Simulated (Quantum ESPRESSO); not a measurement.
KI under changes of volume

One of the cells (44.091 Å³/atom); the others are scaled copies at fixed shape and fractional positions:

```
I K
1.0
     0.00000    3.53277    3.53277
     3.53277    0.00000    3.53277
     3.53277    3.53277    0.00000
I K
1 1
Direct
  0.50000 0.50000 0.50000
  0.00000 0.00000 0.00000
```

- Program: Quantum ESPRESSO 7.5
- Functional: LDA
- Potentials or basis: PseudoDojo 0.4.1 SR LDA standard
- Cutoff: 980 eV
- Density cutoff: 3918 eV
- k mesh: 7 × 7 × 7
- Occupations: fermi-dirac, width 0.05 eV
- Spin: no spin polarisation

| volume (Å³/atom) | energy over the lowest point (meV/atom) | pressure (GPa) | gap on the mesh (eV) |
| --- | --- | --- | --- |
| 41.445 | 0.00 | -0.7 | 3.75 |
| 42.327 | ? | ? | ? |
| 43.209 | 9.86 | -1.1 | 3.65 |
| 44.091 | 16.57 | -1.3 | 3.60 |
| 44.973 | 24.28 | -1.5 | 3.56 |
| 45.854 | 32.84 | -1.6 | 3.52 |
| 46.736 | 42.15 | -1.8 | 3.48 |

Problem. What does the run at 42.327 Å³/atom give?

Solution. Energy over the lowest point 4.28 meV/atom; pressure -0.9 GPa; gap on the mesh 3.70 eV.

Worked out: A Birch-Murnaghan fit of order 3 (a polynomial in V^(-2/3)) to the other rows has no minimum within the range. It gives 4.28 meV/atom at 42.327 Å³/atom, against the run's 4.28, and -dE/dV = -0.9 GPa, against -0.9. A straight line through the other rows of the gap, of slope -2.24 eV per unit of ln V (its deformation potential), gives 3.70 eV, against the run's 3.70.

Energies are extrapolated to zero smearing.

Caveats: spin-orbit coupling is left out, which moves the levels of the heavy elements; an odd mesh through Γ misses points on the zone boundary, where band edges often lie (some runs).
